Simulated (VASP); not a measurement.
## Lattice of AgBr (Bromargyrite) across functionals and dispersion corrections

Which functional gives the lattice of AgBr (Bromargyrite) as experiment finds it, and is a dearer one worth its cost? The levels: PBE, LDA and PBE + D3(BJ). The start is a cell from a database of measured crystal structures.

Method: PBE; plane waves and PAW (Ag, Br), in the first sound run; inputs show where later runs differ, in VASP 6.6.1.

This is a report of a sequence of runs, with most program output left out.

## 1. Set-up

Before any relaxation, the start is as follows. The structure is cubic, space group Fm-3m (No. 225). Conventional cell: a = 5.772 Å, b = 5.772 Å, c = 5.772 Å, α = 90.00°, β = 90.00°, γ = 90.00°. Ag has 6 Br at 2.89 Å nearest. Br has 6 Ag at 2.89 Å nearest. Farther neighbours and most contacts between anions are not listed.

## 2. Relaxation with PBE

The start need not lie at this functional's minimum. ISIF = 3 frees volume, shape and positions, and EDIFFG sets the threshold on forces and stress at which the search stops. PBE, the usual starting point, adds the gradient of the density.

INCAR reads:

```
SYSTEM = AgBr
PREC = Accurate
ENCUT = 520
EDIFF = 1E-06
NELM = 100
ISMEAR = -1
SIGMA = 0.05
LREAL = .FALSE.
ALGO = Normal
GGA = PE
NBANDS = 15
LORBIT = 11
LWAVE = .FALSE.
LCHARG = .FALSE.
KPAR = 2
IBRION = 2
NSW = 60
ISIF = 3
EDIFFG = -0.01
```

POSCAR reads:

```
AgBr
1.0
    0.0000000000      2.8860500000      2.8860500000
    2.8860500000      0.0000000000      2.8860500000
    2.8860500000      2.8860500000      0.0000000000
Ag Br
1 1
Direct
    0.5000000000      0.5000000000      0.5000000000
    0.0000000000      0.0000000000      0.0000000000
```

KPOINTS reads:

```
Automatic mesh
0
Gamma
6 6 6
0 0 0
```

Potentials, in the order of the species: Ag and Br (PBE family, release 64).

Command:

```console
$ mpirun -np 2 vasp_std
```

The job ended after 9.4 s (2 MPI ranks of Intel Xeon 6975P-C (Granite Rapids), shared host; peak memory 0.33 GiB).

The gap is read on the k-mesh alone, so it is an upper bound where the band edges lie off the mesh. The run keeps the 48 symmetry operations of its start, so it cannot find a distortion of lower symmetry.

Relaxation path:

```
step  energy less that of the first step (eV)  largest force (eV/Å)  pressure (GPa)  volume (Å³)
   1                                   0.0000                0.0000            1.48        48.08
   2                                  -0.0075                0.0000            0.12        49.64
   3                                  -0.0076                0.0000           -0.03        49.81
```

```
conventional cell, symmetrised  before  after  change
                         a (Å)   5.772  5.841  +1.2 %
                         b (Å)   5.772  5.841  +1.2 %
                         c (Å)   5.772  5.841  +1.2 %
              volume (Å³/atom)   24.04  24.91  +3.6 %
```

The relaxed structure:

```xyz
2
Lattice="0.0000 2.9204 2.9204 2.9204 0.0000 2.9204 2.9204 2.9204 0.0000" Properties=species:S:1:pos:R:3 pbc="T T T"
Ag    2.9204    2.9204    2.9204
Br    0.0000    0.0000    0.0000
```

Numbers from this step:

```yaml
electrons: 18
bands: 15
irreducible_k_points: 16
symmetry_operations: 48
free_energy_toten: -4.999 eV
fermi_energy: 3.410 eV
pressure: -0.02834 GPa
metallic: no
valence_top_at_k: 0.5, 0, 0
conduction_bottom_at_k: 0, 0, 0
least_direct_gap_at_k: 0, 0, 0
scf_cycles_over_all_ionic_steps: 25
gap_on_the_k_mesh: 0.6866 eV
least_direct_gap_on_the_k_mesh: 2.437 eV
```

It ends with forces that vanish by symmetry and a pressure of -0.03 GPa. The volume lies +3.6 % from that of the database's start. The conventional cell has a = 5.841 Å.

## 3. Relaxation with LDA

This step: LDA; plane waves and PAW (Ag, Br) (VASP 6.6.1).

LDA, the lowest rung, knows the local density alone.

INCAR: that of step 2 with these lines changed.

```diff
@@ -9,3 +9,3 @@
 ALGO = Normal
-GGA = PE
+GGA = CA
 NBANDS = 15
```

POSCAR is that of step 2.

KPOINTS is that of step 2.

Command:

```console
$ mpirun -np 2 vasp_std
```

It took 8 s on 2 MPI ranks; peak memory 0.29 GiB; 15 s of CPU time.

The PAW data sets were made with PBE, though LDA sets exist; this is a small mismatch. After so large a change of volume the plane waves of the start cell no longer fit, so the final stress carries a basis-set error.

Relaxation path:

```
step  energy less that of the first step (eV)  largest force (eV/Å)  pressure (GPa)  volume (Å³)
   1                                   0.0000                0.0000           -4.72        48.08
   2                                  -0.0718                0.0000            0.50        43.32
   3                                  -0.0723                0.0000            0.01        43.65
```

```
conventional cell, symmetrised  before  after  change
                         a (Å)   5.772  5.589  -3.2 %
                         b (Å)   5.772  5.589  -3.2 %
                         c (Å)   5.772  5.589  -3.2 %
              volume (Å³/atom)   24.04  21.82  -9.2 %
```

The relaxed structure:

```
Ag Br
1.0
     0.00000    2.79456    2.79456
     2.79456    0.00000    2.79456
     2.79456    2.79456    0.00000
Ag Br
1 1
Direct
  0.50000 0.50000 0.50000
  0.00000 0.00000 0.00000
```

Numbers from this step:

```yaml
free_energy_toten: -6.463 eV
energy_at_zero_smearing: -6.463 eV
fermi_energy: 4.628 eV
pressure: 0.01324 GPa
scf_cycles_over_all_ionic_steps: 27
gap_on_the_k_mesh: 0.4036 eV
least_direct_gap_on_the_k_mesh: 2.641 eV
```

It ends at 21.82 Å³/atom, -9.2 % from the start, with 0.01 GPa left. The conventional cell has a = 5.589 Å.

## 4. Relaxation with PBE + D3(BJ)

This step: PBE with D3(BJ); plane waves and PAW (Ag, Br) (VASP 6.6.1).

A dispersion term adds the long-range attraction that semilocal functionals lack. D3 with Becke-Johnson damping keeps a finite attraction at short range.

INCAR: that of step 3 with these lines changed.

```diff
@@ -9,3 +9,4 @@
 ALGO = Normal
-GGA = CA
+GGA = PE
+IVDW = 12
 NBANDS = 15
```

POSCAR is that of step 3.

KPOINTS is that of step 3.

Command:

```console
$ mpirun -np 2 vasp_std
```

Run time: 6.2 s. Hardware: 2 MPI ranks; peak memory 0.34 GiB.

Step by step:

| step | energy less that of the first step (eV) | largest force (eV/Å) | pressure (GPa) | volume (Å³) |
| --- | --- | --- | --- | --- |
| 1 | 0.0000 | 0.0000 | -1.00 | 48.08 |
| 2 | -0.0034 | 0.0000 | -0.04 | 47.04 |

| conventional cell, symmetrised | before | after | change |
| --- | --- | --- | --- |
| a (Å) | 5.772 | 5.730 | -0.7 % |
| b (Å) | 5.772 | 5.730 | -0.7 % |
| c (Å) | 5.772 | 5.730 | -0.7 % |
| volume (Å³/atom) | 24.04 | 23.52 | -2.1 % |

Final coordinates:

```xyz
2
Lattice="0.0000 2.8652 2.8652 2.8652 0.0000 2.8652 2.8652 2.8652 0.0000" Properties=species:S:1:pos:R:3 pbc="T T T"
Ag    2.8652    2.8652    2.8652
Br    0.0000    0.0000    0.0000
```

It ends at 23.52 Å³/atom, -2.1 % from the start, with -0.04 GPa left. The conventional cell has a = 5.730 Å. Against plain PBE, the dispersion term moves a by -1.9 %.

## 5. The cells as a table

This step: relaxed cells at several levels; plane waves and PAW (VASP 6.6.1).

No new run; the numbers come from the runs before.

Lengths are those of the conventional cell; cost is the wall time of each run, as given at its step, times its ranks, without the set-up around it. Results by level, by row:

```
       level  volume (Å³/atom)  change from the start (%)  a (Å)  cost (core minutes)
         PBE             24.91                        3.6  5.841                0.313
         LDA             21.82                       -9.2  5.589                0.267
PBE + D3(BJ)             23.52                       -2.1   5.73                0.207
```

## 6. What came out

```yaml
volume_pbe: 24.91 Å³/atom
volume_lda: 21.82 Å³/atom
volume_pbe_d3_bj: 23.52 Å³/atom
```

For AgBr (Bromargyrite) the levels give volumes between 21.82 Å³/atom (LDA) and 24.91 Å³/atom (PBE), a spread of 14.1 %, while the cost of the finished runs spans a factor of 1.5. Against the volume of the start, a cell from experiment, PBE + D3(BJ) comes nearest (-2.1 %) and LDA lies farthest (-9.2 %); thermal expansion is in that cell alone. The costs hold the number of ionic steps as well as the price of the functional. Adding D3(BJ) to PBE changes the volume by -5.6 % (a by -1.9 %). Within 0.02 Å all end in space group Fm-3m; the runs can't lower the symmetry of the start. Each is a single relaxation on the plane waves of the start cell, so larger changes of volume carry a basis-set error that was not tested here. Zero-point and thermal expansion are not included.

[Lines on the potential files, build, host, timing and source positions are cut from VASP's logs without a mark.]

[Logs are printed without paths, hosts, clocks, repeated set-up lines and the standing remarks that a program may print on its own settings, such as how far it seeks lower states.]

[Hosts, paths, dates, database ids (printed as entryN), source tags and the programs' standing remarks are cut or masked in the printed files.]

[A measured line is paired with the nearest computed mode of its activity, which favours agreement.]

[In band tables of VASP the shares of atoms and orbitals are scaled to a sum of 1 inside the atoms' spheres.]
